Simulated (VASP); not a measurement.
## SnSe: equation of state with PBE

Slab: SnSe, a slab with vacuum.

```
Sn Se
1.0
     4.28533    0.00000    0.00000
     0.00000    4.28533    0.00000
     0.00000    0.00000   10.99069
Sn Se
2 2
Cartesian
  0.0000 2.1427 6.8996
  2.1427 0.0000 4.0911
  0.0000 2.1427 4.2200
  2.1427 0.0000 6.7707
```

```json
{
  "Program": "VASP 6.6.1",
  "Task": "equation of state",
  "Functional": "PBE",
  "Potentials or basis": "VASP PAW PBE potentials, release 64 (Sn_d, Se)",
  "Cutoff": "520 eV",
  "k mesh": "6 × 6 × 3",
  "Occupations": "fermi-dirac, width 0.05 eV",
  "Spin": "no spin polarisation"
}
```

The equilibrium volume is 51.70 Å³/atom. The bulk modulus at fixed shape and positions is 25 GPa and the pressure derivative of the bulk modulus is 4.4.

Energy against volume, from the lowest point:
```csv
volume (Å³/atom),energy (meV/atom)
47.431,32.21
48.440,18.05
49.449,8.25
50.458,2.36
51.468,0.00
52.477,0.80
53.486,4.46
```

All runs of the series together: 10 min on 1 thread of Intel(R) Xeon(R) Platinum 8488C (Sapphire Rapids) (shared host).

Caveat: the cell was scaled at fixed shape and fractional positions, which overstates the stiffness of a crystal with free parameters, most of all of layers and chains.
